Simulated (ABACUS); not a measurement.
# Fe (Im-3m) in ABACUS: notebook, part 2 of 2

ABACUS 3.10.1. Earlier steps stand in the parts before.

## (3) Relaxation of cell and atoms, RPBE, collinear spin, ferromagnetic start

File run_abacus.py:

```python
"""ABACUS run from a structure file: ASE reads it, the script writes STRU, KPT and INPUT."""
import re
import subprocess
import spglib
from ase import Atoms
from ase.io import read
from ase.units import Bohr

atoms = read("Fe.cif")
cell, frac, numbers = spglib.standardize_cell((atoms.cell[:], atoms.get_scaled_positions(), atoms.numbers), to_primitive=True, symprec=1e-4)
atoms = Atoms(numbers=numbers, cell=cell, scaled_positions=frac, pbc=True)  # the primitive cell
atoms = atoms[(-atoms.numbers).argsort(kind="stable")]  # ABACUS lists atoms element by element
pseudo = {'Fe': 'fe_pbe_v1.5.uspp.F.UPF'}
orbital = {}
magmoms = [3.0]
kmesh = [10, 10, 10]
params = {
    'suffix': 'Fe',
    'calculation': 'cell-relax',
    'basis_type': 'pw',
    'pseudo_dir': './',
    'symmetry': 1,
    'dft_functional': 'GGA_X_RPBE+GGA_C_PBE',
    'ecutwfc': 40,
    'pseudo_rcut': 10,
    'nspin': 2,
    'nbands': 14,
    'ks_solver': 'dav',
    'smearing_method': 'fd',
    'smearing_sigma': 0.00367493,
    'scf_thr': 1e-08,
    'scf_nmax': 100,
    'mixing_type': 'broyden',
    'mixing_beta': 0.4,
    'cal_force': 1,
    'cal_stress': 1,
    'ecutrho': 320,
    'relax_nmax': 60,
    'force_thr_ev': 0.02,
    'relax_method': 'cg',
    'out_stru': 1,
    'stress_thr': 1,
    'kpar': 4,
}

symbols = atoms.get_chemical_symbols()
elements = list(dict.fromkeys(symbols))
lines = ["ATOMIC_SPECIES"] + [f"{e} {atoms.get_masses()[symbols.index(e)]:.4f} {pseudo[e]}" for e in elements]
if orbital:
    lines += ["", "NUMERICAL_ORBITAL"] + [orbital[e] for e in elements]
lines += ["", "LATTICE_CONSTANT", f"{1 / Bohr:.10f}", "", "LATTICE_VECTORS"]
lines += [" ".join(f"{x:.10f}" for x in v) for v in atoms.cell]
lines += ["", "ATOMIC_POSITIONS", "Direct"]
for e in elements:
    lines += ["", e, "0.0", str(symbols.count(e))]
    for i, p in enumerate(atoms.get_scaled_positions(wrap=False)):
        if symbols[i] == e:
            mag = "" if magmoms is None else " mag " + " ".join(str(x) for x in (magmoms[i] if isinstance(magmoms[i], list) else [magmoms[i]]))
            lines.append(" ".join(f"{x:.10f}" for x in p) + " 1 1 1" + mag)
open("STRU", "w").write("\n".join(lines) + "\n")
open("KPT", "w").write("K_POINTS\n0\nGamma\n%d %d %d 0 0 0\n" % tuple(kmesh))
open("INPUT", "w").write("INPUT_PARAMETERS\n" + "".join(f"{k:<20s}{v}\n" for k, v in params.items()))

done = subprocess.run(['mpirun', '-np', '4', 'abacus'])
if done.returncode:
    raise SystemExit(done.returncode)
log = open("OUT.Fe/running_cell-relax.log").read()
print("final energy (eV):", re.findall(r"FINAL_ETOT_IS (\S+)", log))
```

File Fe.cif:

```cif
data_Fe
_cell_length_a 2.88600000
_cell_length_b 2.88600000
_cell_length_c 2.88600000
_cell_angle_alpha 90.00000000
_cell_angle_beta 90.00000000
_cell_angle_gamma 90.00000000
_space_group_name_H-M_alt 'Im-3m'
_space_group_name_Hall '-I 4 2 3'
_space_group_IT_number 229
loop_
_space_group_symop_operation_xyz
'x,y,z'
'-x,-y,-z'
'-y,x,z'
'y,-x,-z'
'-x,-y,z'
'x,y,-z'
'y,-x,z'
'-y,x,-z'
'x,-y,-z'
'-x,y,z'
'-y,-x,-z'
'y,x,z'
'-x,y,-z'
'x,-y,z'
'y,x,-z'
'-y,-x,z'
'z,x,y'
'-z,-x,-y'
'z,-y,x'
'-z,y,-x'
'z,-x,-y'
'-z,x,y'
'z,y,-x'
'-z,-y,x'
'-z,x,-y'
'z,-x,y'
'-z,-y,-x'
'z,y,x'
'-z,-x,y'
'z,x,-y'
'-z,y,x'
'z,-y,-x'
'y,z,x'
'-y,-z,-x'
'x,z,-y'
'-x,-z,y'
'-y,z,-x'
'y,-z,x'
'-x,z,y'
'x,-z,-y'
'-y,-z,x'
'y,z,-x'
'-x,-z,-y'
'x,z,y'
'y,-z,-x'
'-y,z,x'
'x,-z,y'
'-x,z,-y'
'x+1/2,y+1/2,z+1/2'
'-x+1/2,-y+1/2,-z+1/2'
'-y+1/2,x+1/2,z+1/2'
'y+1/2,-x+1/2,-z+1/2'
'-x+1/2,-y+1/2,z+1/2'
'x+1/2,y+1/2,-z+1/2'
'y+1/2,-x+1/2,z+1/2'
'-y+1/2,x+1/2,-z+1/2'
'x+1/2,-y+1/2,-z+1/2'
'-x+1/2,y+1/2,z+1/2'
'-y+1/2,-x+1/2,-z+1/2'
'y+1/2,x+1/2,z+1/2'
'-x+1/2,y+1/2,-z+1/2'
'x+1/2,-y+1/2,z+1/2'
'y+1/2,x+1/2,-z+1/2'
'-y+1/2,-x+1/2,z+1/2'
'z+1/2,x+1/2,y+1/2'
'-z+1/2,-x+1/2,-y+1/2'
'z+1/2,-y+1/2,x+1/2'
'-z+1/2,y+1/2,-x+1/2'
'z+1/2,-x+1/2,-y+1/2'
'-z+1/2,x+1/2,y+1/2'
'z+1/2,y+1/2,-x+1/2'
'-z+1/2,-y+1/2,x+1/2'
'-z+1/2,x+1/2,-y+1/2'
'z+1/2,-x+1/2,y+1/2'
'-z+1/2,-y+1/2,-x+1/2'
'z+1/2,y+1/2,x+1/2'
'-z+1/2,-x+1/2,y+1/2'
'z+1/2,x+1/2,-y+1/2'
'-z+1/2,y+1/2,x+1/2'
'z+1/2,-y+1/2,-x+1/2'
'y+1/2,z+1/2,x+1/2'
'-y+1/2,-z+1/2,-x+1/2'
'x+1/2,z+1/2,-y+1/2'
'-x+1/2,-z+1/2,y+1/2'
'-y+1/2,z+1/2,-x+1/2'
'y+1/2,-z+1/2,x+1/2'
'-x+1/2,z+1/2,y+1/2'
'x+1/2,-z+1/2,-y+1/2'
'-y+1/2,-z+1/2,x+1/2'
'y+1/2,z+1/2,-x+1/2'
'-x+1/2,-z+1/2,-y+1/2'
'x+1/2,z+1/2,y+1/2'
'y+1/2,-z+1/2,-x+1/2'
'-y+1/2,z+1/2,x+1/2'
'x+1/2,-z+1/2,y+1/2'
'-x+1/2,z+1/2,-y+1/2'
loop_
_atom_site_label
_atom_site_type_symbol
_atom_site_symmetry_multiplicity
_atom_site_Wyckoff_symbol
_atom_site_fract_x
_atom_site_fract_y
_atom_site_fract_z
_atom_site_occupancy
Fe1 Fe 2 a 0.0000000000 0.0000000000 0.0000000000 1
```

Potentials or basis: GBRV ultrasoft 1.5 PBE, plane waves.

Command:

```sh
$ OMP_NUM_THREADS=1 python run_abacus.py > log
```

running log:

```text
ABACUS v3.10.1

               Atomic-orbital Based Ab-initio Computation at UStc

 ------------------------------------------------------------------------------------

 READING GENERAL INFORMATION
                           global_out_dir = OUT.Fe/
                           global_in_card = INPUT
                               pseudo_dir = ./
                              orbital_dir =
                                    DSIZE = 4
                                    GSIZE = 1

 READING UNITCELL INFORMATION
                                    ntype = 1
                  lattice constant (Bohr) = 1.88973
              lattice constant (Angstrom) = 1

 READING ATOM TYPE 1
                               atom label = Fe
                      L=0, number of zeta = 1
                      L=1, number of zeta = 1
                      L=2, number of zeta = 1
             number of atom for this type = 1
               magnetization of element 1 = 3

                        TOTAL ATOM NUMBER = 1
DIRECT COORDINATES
    atom                   x                   y                   z     mag                  vx                  vy                  vz
taud_Fe1            0.0000000000        0.0000000000        0.0000000000  3.0000        0.0000000000        0.0000000000        0.0000000000

                          Volume (Bohr^3) = 81.1065
                             Volume (A^3) = 12.0187

 Lattice vectors: (Cartesian coordinate: in unit of a_0)
[... 469 lines left out ...]
          total magnetism (Bohr mag/cell) = 2.152473921106
       absolute magnetism (Bohr mag/cell) = 2.305949960483
                        nelec for spin up = 9.076236960553
                      nelec for spin down = 6.923763039447
[... 46 lines left out ...]
 Largest gradient in stress is 29.448543 kbar.
 Threshold is 1.000000 kbar.

 Relaxation is not converged yet!
DIRECT COORDINATES
    atom                   x                   y                   z     mag                  vx                  vy                  vz
taud_Fe1            0.0000000000        0.0000000000        0.0000000000  3.0000        0.0000000000        0.0000000000        0.0000000000

                          Volume (Bohr^3) = 78.317130
                             Volume (A^3) = 11.605387
[... 10 lines left out ...]
 -------------------------------------------
 STEP OF RELAXATION : 3
 -------------------------------------------

[... set-up of the moved cell ...]

 PW ALGORITHM --------------- ION=   3  ELEC=   1--------------------------------
 Notice: Threshold on eigenvalues was too large.
 hsover_error=0.160000 > DRHO=0.000585
 Origin diag ethr = 0.010000
 New diag ethr = 0.000004
          total magnetism (Bohr mag/cell) = 2.137850
       absolute magnetism (Bohr mag/cell) = 2.279316
                        nelec for spin up = 9.068925
                      nelec for spin down = 6.931075

 Density error is 0.000562060653
                          Error Threshold = 0.000003653582
----------------------------------------------------------
     Energy           Rydberg                 eV
----------------------------------------------------------
 E_KohnSham     -250.4046767039      -3406.9304090214
 E_Harris       -250.4302582577      -3407.2784639169
 E_Fermi        1.3116759393         17.8462667037
----------------------------------------------------------

[... 5 further cycles ...]
 PW ALGORITHM --------------- ION=   3  ELEC=   7--------------------------------
          total magnetism (Bohr mag/cell) = 2.177112998355
       absolute magnetism (Bohr mag/cell) = 2.338843187018
                        nelec for spin up = 9.088556499178
                      nelec for spin down = 6.911443500822
[... 142 lines left out ...]
 Largest gradient in stress is 0.271048 kbar.
 Threshold is 1.000000 kbar.

 Relaxation is converged!

 --------------------------------------------
 !FINAL_ETOT_IS -3406.9337402816763642 eV
 --------------------------------------------
```

STRU:

```text
ATOMIC_SPECIES
Fe 55.8450 fe_pbe_v1.5.uspp.F.UPF

LATTICE_CONSTANT
1.8897261258

LATTICE_VECTORS
-1.4430000000 1.4430000000 1.4430000000
1.4430000000 -1.4430000000 1.4430000000
1.4430000000 1.4430000000 -1.4430000000

ATOMIC_POSITIONS
Direct

Fe
0.0
1
-0.0000000000 0.0000000000 0.0000000000 1 1 1 mag 3.0
```

Run time: 18 s. Hardware: 4 MPI ranks of AMD EPYC 7R13 (Zen 3), shared host; peak memory 0.36 GiB.

What came out:

| Quantity | Value |
| --- | --- |
| Free energy | -3406.9337 eV |
| Relaxed volume | 11.61 Å³/atom |
| Relaxed cell | a = 2.470 Å, b = 2.470 Å, c = 2.470 Å, α = 109.47°, β = 109.47°, γ = 109.47° |
| Space group after relaxing (to 0.05 Å) | Im-3m (No. 229) |
| Energy gained by relaxing | 6.4 meV/atom |
| Ionic steps | 3 |
| Pressure after relaxing | 0.0 GPa |
| Band gap on the k mesh | none (metal or under the smearing width) |
| Net moment | 2.18 μB per cell |
| Absolute moment | 2.34 μB per cell |

The path:
| step | energy change (eV) | largest force (eV/Å) | pressure (GPa) | volume (Å³) |
| --- | --- | --- | --- | --- |
| 1 | 0.0000 | 0.0000 | -4.57 | 12.02 |
| 2 | -0.0046 | 0.0000 | 2.94 | 11.41 |
| 3 | -0.0064 | 0.0000 | -0.03 | 11.61 |

Final structure:
```cif
data_structure
_symmetry_space_group_name_H-M 'P 1'
_symmetry_Int_Tables_number 1
_cell_length_a 2.4704
_cell_length_b 2.4704
_cell_length_c 2.4704
_cell_angle_alpha 109.471
_cell_angle_beta 109.471
_cell_angle_gamma 109.471
_cell_volume 11.61
loop_
_atom_site_label
_atom_site_type_symbol
_atom_site_fract_x
_atom_site_fract_y
_atom_site_fract_z
_atom_site_occupancy
Fe1 Fe 0.00000 0.00000 0.00000 1
```

Caveat: the potentials were made for another functional, which shifts forces and pressure.

## (4) Single point, OLYP, collinear spin, ferromagnetic start

run_abacus.py: that of step 3 with these lines changed.

```diff
@@ -3,4 +3,2 @@
 import subprocess
-import spglib
-from ase import Atoms
 from ase.io import read
@@ -8,7 +6,5 @@
 
-atoms = read("Fe.cif")
-cell, frac, numbers = spglib.standardize_cell((atoms.cell[:], atoms.get_scaled_positions(), atoms.numbers), to_primitive=True, symprec=1e-4)
-atoms = Atoms(numbers=numbers, cell=cell, scaled_positions=frac, pbc=True)  # the primitive cell
+atoms = read("POSCAR")
 atoms = atoms[(-atoms.numbers).argsort(kind="stable")]  # ABACUS lists atoms element by element
-pseudo = {'Fe': 'fe_pbe_v1.5.uspp.F.UPF'}
+pseudo = {'Fe': 'Fe.upf'}
 orbital = {}
@@ -18,3 +14,3 @@
     'suffix': 'Fe',
-    'calculation': 'cell-relax',
+    'calculation': 'scf',
     'basis_type': 'pw',
@@ -22,7 +18,7 @@
     'symmetry': 1,
-    'dft_functional': 'GGA_X_RPBE+GGA_C_PBE',
-    'ecutwfc': 40,
+    'dft_functional': 'GGA_X_OPTX+GGA_C_LYP',
+    'ecutwfc': 119,
     'pseudo_rcut': 10,
     'nspin': 2,
-    'nbands': 14,
+    'nbands': 20,
     'ks_solver': 'dav',
@@ -36,9 +32,5 @@
     'cal_stress': 1,
-    'ecutrho': 320,
-    'relax_nmax': 60,
-    'force_thr_ev': 0.02,
-    'relax_method': 'cg',
-    'out_stru': 1,
-    'stress_thr': 1,
-    'kpar': 4,
+    'out_chg': 1,
+    'out_pot': 2,
+    'out_elf': 1,
 }
@@ -66,3 +58,3 @@
     raise SystemExit(done.returncode)
-log = open("OUT.Fe/running_cell-relax.log").read()
+log = open("OUT.Fe/running_scf.log").read()
 print("final energy (eV):", re.findall(r"FINAL_ETOT_IS (\S+)", log))
```

File POSCAR:

```
Fe
1.0
   -1.4430000000      1.4430000000      1.4430000000
    1.4430000000     -1.4430000000      1.4430000000
    1.4430000000      1.4430000000     -1.4430000000
Fe
1
Direct
    0.0000000000      0.0000000000      0.0000000000
```

Potentials or basis: PseudoDojo NC SR 0.5 PBE stringent, plane waves.

Command:

```sh
$ OMP_NUM_THREADS=1 python run_abacus.py > log
```

It took 21 s on 4 MPI ranks of Intel Xeon Platinum 8488C (Sapphire Rapids), shared host; peak memory 0.32 GiB.

Results (log left out):

```
Free energy            : -3453.3735 eV
Pressure               : -4.1 GPa
Band gap on the k mesh : none (metal or under the smearing width)
Net moment             : 2.49 μB per cell
Absolute moment        : 2.68 μB per cell
```

Levels at points of the mesh, in eV from the Fermi level:
Spin up:
| k point | band 6 | band 7 | band 8 | band 9 | band 10 | band 11 | band 12 | band 13 |
| --- | --- | --- | --- | --- | --- | --- | --- | --- |
| (0.00, 0.00, 0.00) | -2.42 | -2.42 | -2.42 | -1.24 | -1.24 | 23.96 | 23.96 | 23.96 |
| (0.50, 0.50, 0.00) | -3.39 | -1.21 | -1.08 | -0.02 | 0.58 | 6.83 | 17.72 | 19.44 |
| (0.50, 0.50, 0.50) | -4.61 | -0.26 | -0.26 | -0.26 | 9.61 | 9.61 | 9.61 | 14.91 |
Spin down:
```
           k point  band 3  band 4  band 5  band 6  band 7  band 8  band 9  band 10  band 11  band 12
(0.00, 0.00, 0.00)  -50.99  -50.99   -7.98    0.13    0.13    0.13    1.92     1.92    23.70    23.70
(0.50, 0.50, 0.00)  -51.11  -50.99   -3.17   -1.10    0.56    1.82    2.16     2.96     8.45    17.63
(0.50, 0.50, 0.50)  -51.26  -51.26   -2.54   -2.54    2.68    2.68    2.68     9.77     9.77     9.77
```

Caveat: the potentials were made for another functional, which shifts forces and pressure.

## (5) Single point, PW91, collinear spin, ferromagnetic start

File INPUT:

```
INPUT_PARAMETERS
suffix              Fe
calculation         scf
basis_type          pw
pseudo_dir          ./
latname             bcc
symmetry            1
dft_functional      GGA_X_PW91+GGA_C_PW91
ecutwfc             90
pseudo_rcut         10
nspin               2
nbands              20
ks_solver           dav
smearing_method     fd
smearing_sigma      0.00367493
scf_thr             1e-08
scf_nmax            100
mixing_type         broyden
mixing_beta         0.4
cal_force           1
cal_stress          1
out_chg             1
out_pot             2
out_elf             1
```

File STRU:

```
ATOMIC_SPECIES
Fe 55.8450 Fe.upf

LATTICE_CONSTANT
5.4537495957

ATOMIC_POSITIONS
Direct

Fe
0.0
1
0.0000000000 0.0000000000 0.0000000000 1 1 1 mag 3
```

File KPT:

```
K_POINTS
0
Gamma
10 10 10 0 0 0
```

Potentials or basis: Ansatz NC PBE, plane waves.

Command:

```sh
$ OMP_NUM_THREADS=1 mpirun -np 4 abacus > log
```

It took 14 s on 4 MPI ranks of Intel Xeon Platinum 8488C (Sapphire Rapids), shared host; peak memory 0.24 GiB.

The run converged. Its results:

```yaml
Free_energy: -3541.2661 eV
Pressure: -13.8 GPa
Band_gap_on_the_k_mesh: none (metal or under the smearing width)
Net_moment: 2.16 μB per cell
Absolute_moment: 2.30 μB per cell
```

Levels at points of the mesh, in eV from the Fermi level:
Spin up:
```
           k point  band 7  band 8  band 9  band 10  band 11  band 12
(0.00, 0.00, 0.00)   -2.16   -2.16   -1.06    -1.06    24.03    24.03
(0.50, 0.50, 0.00)   -0.99   -0.89    0.35     0.57     6.91    17.69
(0.50, 0.50, 0.50)    0.09    0.09    0.09     9.50     9.50     9.50
```
Spin down:
| k point | band 3 | band 4 | band 5 | band 6 | band 7 | band 8 | band 9 | band 10 | band 11 | band 12 |
| --- | --- | --- | --- | --- | --- | --- | --- | --- | --- | --- |
| (0.00, 0.00, 0.00) | -51.42 | -51.42 | -8.02 | -0.28 | -0.28 | -0.28 | 1.66 | 1.66 | 23.77 | 23.77 |
| (0.50, 0.50, 0.00) | -51.55 | -51.42 | -3.38 | -1.47 | 0.58 | 1.51 | 1.89 | 2.52 | 8.18 | 17.68 |
| (0.50, 0.50, 0.50) | -51.69 | -51.69 | -2.70 | -2.70 | 2.24 | 2.24 | 2.24 | 9.68 | 9.68 | 9.68 |

Caveat: the potentials were made for another functional, which shifts forces and pressure.

## (6) Relaxation of cell and atoms, PW91, collinear spin, ferromagnetic start

File INPUT:

```
INPUT_PARAMETERS
suffix              Fe
calculation         cell-relax
basis_type          pw
pseudo_dir          ./
symmetry            1
dft_functional      GGA_X_PW91+GGA_C_PW91
ecutwfc             90
pseudo_rcut         10
nspin               2
nbands              14
ks_solver           dav
smearing_method     fd
smearing_sigma      0.00367493
scf_thr             1e-08
scf_nmax            100
mixing_type         broyden
mixing_beta         0.4
cal_force           1
cal_stress          1
relax_nmax          60
force_thr_ev        0.01
relax_method        cg
out_stru            1
stress_thr          0.5
kpar                4
```

File STRU:

```
ATOMIC_SPECIES
Fe 55.8450 Fe.upf

LATTICE_CONSTANT
1.8897261246

LATTICE_VECTORS
-1.4430000000 1.4430000000 1.4430000000
1.4430000000 -1.4430000000 1.4430000000
1.4430000000 1.4430000000 -1.4430000000

ATOMIC_POSITIONS
Cartesian

Fe
0.0
1
0.0000000000 0.0000000000 0.0000000000 1 1 1 mag 3
```

KPT is that of step 5.

Potentials or basis: Ansatz NC PBE, plane waves.

Command:

```sh
$ OMP_NUM_THREADS=1 mpirun -np 4 abacus > log
```

It took 31 s on 4 MPI ranks of Intel Xeon Platinum 8488C (Sapphire Rapids), shared host; peak memory 0.32 GiB.

It converged, with:

```
Free energy                            : -3541.3046 eV
Relaxed volume                         : 11.19 Å³/atom
Relaxed cell                           : a = 2.441 Å, b = 2.441 Å, c = 2.441 Å, α = 109.47°, β = 109.47°, γ = 109.47°
Space group after relaxing (to 0.05 Å) : Im-3m (No. 229)
Energy gained by relaxing              : 38.5 meV/atom
Ionic steps                            : 6
Pressure after relaxing                : 0.0 GPa
Band gap on the k mesh                 : none (metal or under the smearing width)
Net moment                             : 2.13 μB per cell
Absolute moment                        : 2.25 μB per cell
```

The path:
```
step  energy change (eV)  largest force (eV/Å)  pressure (GPa)  volume (Å³)
   1              0.0000                0.0000          -13.75        12.02
   2              0.0245                0.0000           22.41        10.25
   3             -0.0385                0.0000           -0.45        11.21
   4             -0.0385                0.0000            0.05        11.19
   5             -0.0385                0.0000           -0.11        11.20
   6             -0.0385                0.0000            0.03        11.19
```

Final structure:
```xyz
1
Lattice="-1.4091 1.4091 1.4091 1.4091 -1.4091 1.4091 1.4091 1.4091 -1.4091" Properties=species:S:1:pos:R:3 pbc="T T T"
Fe    0.0000    0.0000    0.0000
```

Levels at points of the mesh, in eV from the Fermi level:
Spin up:
| k point | band 7 | band 8 | band 9 | band 10 |
| --- | --- | --- | --- | --- |
| (0.00, 0.00, 0.00) | -2.39 | -2.39 | -1.13 | -1.13 |
| (0.50, 0.50, 0.00) | -1.06 | -0.93 | 0.41 | 0.45 |
| (0.50, 0.50, 0.50) | 0.12 | 0.12 | 0.12 | 9.90 |
Spin down:
```tsv
k point	band 4	band 5	band 6	band 7	band 8	band 9	band 10
(0.00, 0.00, 0.00)	-51.56	-8.50	-0.54	-0.54	-0.54	1.55	1.55
(0.50, 0.50, 0.00)	-51.56	-3.86	-1.85	0.50	1.41	1.81	2.55
(0.50, 0.50, 0.50)	-51.90	-3.24	-3.24	2.24	2.24	2.24	10.11
```

Caveat: the potentials were made for another functional, which shifts forces and pressure.

## (7) The runs side by side

```csv
task,level,potentials or basis,cell,cutoff (eV),max steps of the relaxation,force threshold,optimiser,stress threshold,gap on the mesh (eV),pressure (GPa),moment (μB),relaxed volume (Å³/atom)
single point,RPBE,"GBRV ultrasoft 1.5 PBE, plane waves",as given,544,-,-,-,-,none,-4.6,2.28,-
relaxation of cell and atoms,RPBE,"GBRV ultrasoft 1.5 PBE, plane waves",relaxed,544,60,0.02 eV/Å,cg,1 kbar,none,0.0,2.18,11.61
single point,OLYP,"PseudoDojo NC SR 0.5 PBE stringent, plane waves",as given,1619,-,-,-,-,none,-4.1,2.49,-
single point,PW91,"Ansatz NC PBE, plane waves",as given,1225,-,-,-,-,none,-13.8,2.16,-
relaxation of cell and atoms,PW91,"Ansatz NC PBE, plane waves",relaxed,1225,60,0.01 eV/Å,cg,0.5 kbar,none,0.0,2.13,11.19
```

Alike in all rows: spin collinear, ferromagnetic start; k mesh 10 × 10 × 10; smearing fermi-dirac 0.05 eV.

Caveats: the potentials were made for another functional, which shifts forces and pressure.

Total energies depend on the potentials used, so only differences within one code and one set of settings carry meaning.
